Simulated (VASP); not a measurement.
# PtSe2 (P-3m1) in VASP: further runs, part 2 of 2

VASP 6.6.1. The steps go on from the part before.

## 3. Single point, r2SCAN

POSCAR

```
PtSe2
1.0
    3.7173065480      0.0000000000      0.0000000000
   -1.8586532740      3.2192819042      0.0000000000
    0.0000000000      0.0000000000      5.8200740200
Pt Se
1 2
Direct
    0.0000000000      0.0000000000      0.0000000000
    0.6666666667      0.3333333333      0.7746118400
    0.3333333333      0.6666666667      0.2253881600
```

INCAR.step1

```
  PREC = Accurate
  ENCUT = 520
  ISMEAR = 0
  SIGMA = 0.02
  LREAL = F
  LASPH = T
  NELM = 100
  NBANDS = 18
  GGA = PE
  ALGO = Normal
  EDIFF = 1E-4
  LWAVE = T
  LCHARG = F
```

INCAR.step2

```
  PREC = Accurate
  ENCUT = 520
  EDIFF = 1E-7
  ISMEAR = 0
  SIGMA = 0.02
  LREAL = F
  LASPH = T
  NELM = 100
  ALGO = Normal
  ISIF = 2
  LWAVE = F
  LCHARG = F
  METAGGA = R2SCAN
  LMIXTAU = T
  NBANDS = 18
  ISTART = 1
```

KPOINTS

```
Automatic mesh
0
Gamma
  9 9 6
```

Potentials or basis: VASP PAW PBE potentials, release 64 (Pt, Se).

Command:

```
cat potpaw_PBE.64/Pt/POTCAR potpaw_PBE.64/Se/POTCAR > POTCAR
cp INCAR.step1 INCAR
mpirun -np 1 vasp_std > vasp.out
cp INCAR.step2 INCAR
mpirun -np 1 vasp_std > vasp.out
```

OUTCAR:

```text
PREC = Accurate
   ENCUT = 520
   EDIFF = 1E-7
   ISMEAR = 0
   LREAL = F
   LASPH = T
   NELM = 100
   ISIF = 2
   METAGGA = R2SCAN
   ISTART = 1

 ion  position               nearest neighbor table
   1  0.000  0.000  0.000-   2 2.52   3 2.52   3 2.52   2 2.52   2 2.52   3 2.52
   2  0.667  0.333  0.775-   1 2.52   1 2.52   1 2.52
   3  0.333  0.667  0.225-   1 2.52   1 2.52   1 2.52

  LATTYP: Found a hexagonal cell.
 ALAT       =     3.7173065480
 C/A-ratio  =     1.5656696441

  Lattice vectors:

 A1 = (   3.7173065480,   0.0000000000,   0.0000000000)
 A2 = (  -1.8586532740,   3.2192819042,   0.0000000000)
 A3 = (   0.0000000000,   0.0000000000,   5.8200740200)

Analysis of symmetry for initial positions (statically):
=====================================================================
 Subroutine PRICEL returns:
 Original cell was already a primitive cell.

 Routine SETGRP: Setting up the symmetry group for a
 hexagonal supercell.

 Subroutine GETGRP returns: Found 12 space group operations
 (whereof 12 operations were pure point group operations)
[... 166 lines left out ...]

 E-fermi :   4.4514     XC(G=0): -10.3848

 val. band max:        4.3269471804   @ k =   0.1111   0.0000   0.0000
 cond. band min:       5.0374916493   @ k =   0.0000   0.2222   0.3333
 fundamental gap:      0.7105444690
 Fermi energy:         4.4514025740

 k-point     1 :       0.0000    0.0000    0.0000
  band No.  band energies     occupation
      1     -10.9750      2.00000
      2      -8.8261      2.00000
      3      -2.0465      2.00000
      4      -1.6106      2.00000
      5      -1.6106      2.00000
      6       0.6917      2.00000
[... 481 lines left out ...]
      5      -0.9232      2.00000
      6      -0.4705      2.00000
[... 10 lines left out ...]
     17      13.2115      0.00000
     18      14.4162      0.00000

 [... further k-points ...]

------------------------ aborting loop because EDIFF is reached ----------------------------------------

  FORCE on cell =-STRESS in cart. coord.  units (eV):
  Direction    XX          YY          ZZ          XY          YZ          ZX
  --------------------------------------------------------------------------------------
  -------------------------------------------------------------------------------------
  Total        0.0292776      0.0292776     -0.0003975      0.0000000      0.0000000      0.0000000
  in kB        0.6734883      0.6734883     -0.0091442      0.0000000      0.0000000      0.0000000
  external PRESSURE =       0.4459441 kB  Pullay stress =       0.0000000 kB

 VOLUME and BASIS-vectors are now :
 -----------------------------------------------------------------------------
  energy-cutoff  :      520.00
  volume of cell :       69.65
      direct lattice vectors                 reciprocal lattice vectors
     3.717306548  0.000000000  0.000000000     0.269011981  0.155314140  0.000000000
    -1.858653274  3.219281904  0.000000000     0.000000000  0.310628280  0.000000000
     0.000000000  0.000000000  5.820074020     0.000000000  0.000000000  0.171819121

 POSITION                                       TOTAL-FORCE (eV/Angst)
 -----------------------------------------------------------------------------------
      0.00000      0.00000      0.00000         0.000000      0.000000     -0.000000
      1.85865      1.07309      4.50830        -0.000000      0.000000     -0.002592
     -0.00000      2.14619      1.31178        -0.000000      0.000000      0.002592
 -----------------------------------------------------------------------------------
    total drift:                               -0.000000      0.000000      0.000000

  FREE ENERGIE OF THE ION-ELECTRON SYSTEM (eV)
  ---------------------------------------------------
  free  energy   TOTEN  =       -81.4981435307 eV

  energy  without entropy=      -81.4981435307  energy(sigma->0) =      -81.49814353
```

OUTCAR.step1:

```text
PREC = Accurate
   ENCUT = 520
   ISMEAR = 0
   LREAL = F
[... 731 lines left out ...]
      0.00000      0.00000      0.00000        -0.000000      0.000000      0.000000
      1.85865      1.07309      4.50830         0.000000     -0.000000     -0.135914
     -0.00000      2.14619      1.31178        -0.000000      0.000000      0.135914
 -----------------------------------------------------------------------------------
    total drift:                               -0.000000      0.000000      0.000000

  FREE ENERGIE OF THE ION-ELECTRON SYSTEM (eV)
  ---------------------------------------------------
  free  energy   TOTEN  =       -14.2819962491 eV

  energy  without entropy=      -14.2819962491  energy(sigma->0) =      -14.28199625
```

OSZICAR.step1:

```text
N       E                     dE             d eps       ncg     rms          rms(c)
DAV:   1     0.111356532303E+03    0.11136E+03   -0.98302E+03  2248   0.106E+03
DAV:   2    -0.961726303066E+01   -0.12097E+03   -0.11679E+03  2770   0.207E+02
DAV:   3    -0.150712596893E+02   -0.54540E+01   -0.54146E+01  2722   0.442E+01
DAV:   4    -0.151199366456E+02   -0.48677E-01   -0.48655E-01  2762   0.449E+00
DAV:   5    -0.151205328546E+02   -0.59621E-03   -0.59618E-03  2708   0.484E-01    0.124E+01
DAV:   6    -0.144976550216E+02    0.62288E+00   -0.40546E+00  2308   0.191E+01    0.705E+00
DAV:   7    -0.143005121060E+02    0.19714E+00   -0.79773E-01  2272   0.882E+00    0.366E+00
DAV:   8    -0.142841352048E+02    0.16377E-01   -0.50292E-02  2514   0.158E+00    0.762E-01
DAV:   9    -0.142817025034E+02    0.24327E-02   -0.79012E-03  2524   0.876E-01    0.183E-01
DAV:  10    -0.142819951077E+02   -0.29260E-03   -0.14590E-03  2548   0.235E-01    0.498E-02
DAV:  11    -0.142819962491E+02   -0.11415E-05   -0.61953E-05  1636   0.672E-02
   1 F= -.14281996E+02 E0= -.14281996E+02  d E =-.503591E-28
```

Wall time 2.1 min (1 thread of Intel Xeon 6975P-C (Granite Rapids), shared host); peak memory 0.24 GiB.

Results:

```yaml
Free_energy: -81.4981 eV
Pressure: 0.0 GPa
Band_gap_on_the_k_mesh: 0.71 eV, indirect (least direct gap 1.05 eV)
```

Forces in eV/Å, atoms in the order of the input:
```
Pt   0.000  0.000  0.000
Se   0.000  0.000 -0.003
Se   0.000  0.000  0.003
```

Levels at points of the mesh, in eV from the valence-band top:
```csv
k point,band 8,band 9,band 10,band 11,band 12,band 13,band 14,band 15
"(0.00, 0.00, 0.00)",-2.21,-0.61,-0.61,-0.03,2.37,2.37,4.81,5.22
"(0.00, 0.00, 0.50)",-2.16,-1.55,-0.74,-0.74,2.64,2.64,5.58,6.64
```

Caveat: the PAW data sets were made with another functional, which shifts forces and pressure a little; spin-orbit coupling is left out, which moves the levels of the heavy elements; an odd mesh through Γ misses points on the zone boundary, where band edges often lie. r2SCAN opens gaps a little over a GGA but as a rule still falls short of measured ones.
